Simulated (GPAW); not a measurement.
Here is a GPAW 26.7.0 calculation.

run.py

```python
import numpy as np
from ase import Atoms
from ase.dft.bandgap import bandgap
from ase.io import write
from ase.units import GPa
from gpaw import GPAW, PW, setup_paths
from gpaw.spinorbit import soc_eigenstates

setup_paths.insert(0, '.')

atoms = Atoms(['Te', 'Cd'],
              cell=[[0.0, 3.205, 3.205],
                    [3.205, 0.0, 3.205],
                    [3.205, 3.205, 0.0]],
              scaled_positions=[[0.75, 0.75, 0.75],
                                [0.0, 0.0, 0.0]],
              pbc=True)

calc = GPAW(mode=PW(600),
            xc='GGA_X_OPTX+GGA_C_LYP',
            kpts={'size': (6, 6, 6), 'gamma': True},
            occupations={'name': 'fermi-dirac', 'width': 0.05},
            nbands=18,
            convergence={'density': 1e-05, 'energy': 1e-05},
            eigensolver='davidson',
            maxiter=150,
            txt='gpaw.txt')
atoms.calc = calc
energy = atoms.get_potential_energy()
forces = atoms.get_forces()
stress = atoms.get_stress()
calc.write('gs.gpw')
write('result.traj', atoms)
print(f'Energy: {energy:.6f} eV')
print('Forces (eV/A):')
print(forces.round(4))
print('Stress (GPa):', (stress / GPa).round(3))
print('Fermi level:', round(calc.get_fermi_level(), 4), 'eV')
print(f'Gap: {bandgap(calc)[0]:.4f} eV, direct: {bandgap(calc, direct=True)[0]:.4f} eV')

path = atoms.cell.bandpath('GXWKGLUWLK,UX', npoints=60, eps=1e-4)
bs_calc = calc.fixed_density(kpts=path, symmetry='off', nbands=31,
                             convergence={'bands': 'CBM+6.0', 'eigenstates': 1e-6}, txt='bands.txt')
bs = bs_calc.band_structure()
bs.write('bs.json')
print(f'Gap on the path: {bandgap(bs_calc)[0]:.4f} eV')

soc = soc_eigenstates(bs_calc, theta=0, phi=0)
np.savetxt('soc_bands.dat', soc.eigenvalues(), fmt='%.4f')
mesh = soc_eigenstates('gs.gpw', theta=0, phi=0)
np.savetxt('soc_mesh.dat', mesh.eigenvalues(), fmt='%.4f')
print('Fermi level with spin-orbit coupling:', round(mesh.fermi_level, 4), 'eV')
```

Potentials or basis: PAW data sets generated in the run's folder for this functional, pw.

Launch:

```sh
$ gpaw-setup -f GGA_X_OPTX+GGA_C_LYP Cd Te
$ OMP_NUM_THREADS=1 python run.py
```

(1) Predict the band gap along the path.

(2) What does it give for the band gap on the k mesh?

## Answers

(1) 0.94 eV, direct.

(2) 0.93 eV, direct.

Caveat: spin-orbit coupling was added after a scalar SCF, so levels and gaps hold it while energy, forces, pressure and moments don't; this program's spin-orbit splittings come out too wide for heavy elements.

**What was measured.**

A printed reference work, data compilation reports, for a bulk crystal of CdTe at 0 K: band gap 1.607 eV.

Against the measured gap of CdTe, 1.607 eV (0 K; a printed reference work, data compilation), the calculated 0.94 eV is off by -0.67 eV. The value is that of OLYP, without temperature or zero-point motion.
